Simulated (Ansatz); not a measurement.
Runs of Ansatz 0.2.0 on TiB2. The structure is hexagonal, space group P6/mmm (No. 191). The conventional cell has a = 3.029 Å, b = 3.029 Å, c = 3.228 Å, α = 90.00°, β = 90.00°, γ = 120.00°. Ti (site symmetry 6/mmm) has 12 B at 2.38 Å as nearest neighbours. B (site symmetry -6m2) has 3 B at 1.75 Å as nearest neighbours. 

| level | cell | target pressure (GPa) | gap on the mesh (eV) | pressure (GPa) | relaxed volume (Å³/atom) |
| --- | --- | --- | --- | --- | --- |
| PBEsol | relaxed | - | none | 0.0 | 8.38 |
| PBEsol+D3(BJ)-ATM | relaxed | - | none | 0.0 | 8.20 |
| PBEsol+D3(BJ) | relaxed | - | none | 0.0 | (a) |
| PBEsol | relaxed to 5 GPa | 5 | none | 5.0 | - |
| PBEsol | relaxed to 10 GPa | 10 | none | 10.0 | - |

Alike in all rows: task relaxation of cell and atoms; potentials or basis Ansatz PAW; no spin polarisation; k mesh 10 × 10 × 8; cutoff (eV) 420; smearing fermi-dirac 0.05 eV.

Question: Estimate the missing entries.

Answer: (a) 8.15.

Caveats: the plane-wave basis is chosen anew once the cell has moved, so the energies of steps on either side of that aren't comparable; the PAW data sets come from PBE, with cores solved anew for the run's functional, which leaves a small shift of forces and pressure; pairwise dispersion overbinds metals, which lowers pressure and volume (some runs).

A gap of «none» marks a metal or a gap under the smearing width.
